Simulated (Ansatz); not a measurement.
# PbSe: response to strain

Aim: deform PbSe (equal xx and yy strain of -3 %) and compute stress, forces and field gradients with LAPW, PAW and all-electron datasets made for the crystal.

Program: Ansatz 0.2.0. Level of theory: DFT PBE, scalar-relativistic. These are calculated values, not measurements.

### Step 1. The structure to begin with

Symmetry: Fm-3m, No. 225, cubic system. Conventional cell: a = 6.124 Å, b = 6.124 Å, c = 6.124 Å, α = 90.00°, β = 90.00°, γ = 90.00°. Pb (site symmetry m-3m) is surrounded by 6 Se at 3.06 Å. Se (site symmetry m-3m) has 6 Pb at 3.06 Å as nearest neighbours.

Structure file:

```xyz
2
Lattice="0.0000 3.0622 3.0621 3.0622 0.0000 3.0621 3.0622 3.0622 0.0000" Properties=species:S:1:pos:R:3 pbc="T T T"
Pb    0.0000    0.0000    0.0000
Se    3.0622    3.0622    3.0621
```

Atoms are numbered in the order of the input: Pb1, Se2.

### Step 2. The deformed structure

Space group Fm-3m before, I4/mmm after.

### Step 3. Full-potential LAPW

input.yaml

```yaml
crystal:
  lattice:
    - [0.0, 2.9702855, 3.06215]
    - [2.9702855, 0.0, 3.06215]
    - [2.9702855, 2.9702855, 0.0]
  atoms:
    - { symbol: Pb, position: [0.0, 0.0, 0.0] }
    - { symbol: Se, position: [0.5, 0.5, 0.5] }
kpoints:
  mp_grid: { grid: [9, 9, 9] }
  band_path:
    path:
      - [0.0, 0.0, 0.0]
      - [0.0, 0.5, 0.5]
      - [0.25, 0.75, 0.5]
      - [0.0, 0.5, 0.0]
      - [0.0, 0.0, 0.0]
      - [0.5, 0.5, 0.0]
      - [0.3676125, 0.6323875, 0.0]
      - [-0.3676125, 0.3676125, 0.0]
      - [0.0, 0.0, 0.0]
    npoints: 5
scf:
  occupations: { method: fermi_dirac, width: 0.01 }
hamiltonian:
  xc: pbe
  pseudopotentials: { kind: all_electron, lapw: { basis_error: 0.00025 } }
output:
  forces: true
  stress: true
  eigenvalues: true
```

Started as:

```sh
> ansatz run input.yaml --threads 1 --pin off --max-ram 3072MiB --backend cpu --events-out ev --progress --plain --runs-dir out
```

### Step 4. Frozen-core PAW

input.yaml

```yaml
crystal:
  lattice:
    - [0.0, 2.9702855, 3.06215]
    - [2.9702855, 0.0, 3.06215]
    - [2.9702855, 2.9702855, 0.0]
  atoms:
    - { symbol: Pb, position: [0.0, 0.0, 0.0] }
    - { symbol: Se, position: [0.5, 0.5, 0.5] }
kpoints:
  mp_grid: { grid: [9, 9, 9] }
scf:
  occupations: { method: fermi_dirac, width: 0.01 }
hamiltonian:
  xc: pbe
  pseudopotentials: { kind: paw }
output:
  forces: true
  stress: true
  eigenvalues: true
  efg: { contact_densities: true }
  write_density: true
  write_potential: true
  elf: true
  volumetric_format: npy
```

### Step 5. Datasets made for this crystal

input.yaml: that of step 4 with these lines changed.

```diff
@@ -14,3 +14,3 @@
   xc: pbe
-  pseudopotentials: { kind: paw }
+  pseudopotentials: { kind: all_electron, datasets: crystal }
 output:
@@ -20,5 +20 @@
   efg: { contact_densities: true }
-  write_density: true
-  write_potential: true
-  elf: true
-  volumetric_format: npy
```

(Steps that only read results are left out.)

What does the calculation give? Wanted: pressure; largest shear or deviatoric stress.

The runs gave:

```
                                 quantity                                           value
                                 pressure  LAPW 6.40, PAW 6.40, crystal datasets 6.40 GPa
largest shear or deviatoric stress (LAPW)                                        3.21 GPa
```

What this shows: The largest part of the stress beyond the pressure is 3.21 GPa in size, in the zz component; the atoms are carried along and not relaxed. No run of the undeformed cell stands beside it, so the pressure holds what the given cell had before the change. PAW: stress within 0.01 GPa of LAPW. Crystal datasets: stress within 0.01 GPa of LAPW. Spin-orbit coupling is left out, though the cell holds Pb; in elements this heavy it can shift bands and gaps by tenths of an eV.

The gaps are Kohn-Sham values of a semilocal functional, not quasiparticle or optical gaps. Such gaps usually fall short of the measured ones; spin-orbit coupling, left out here, narrows gaps with Pb, so the two errors partly cancel.
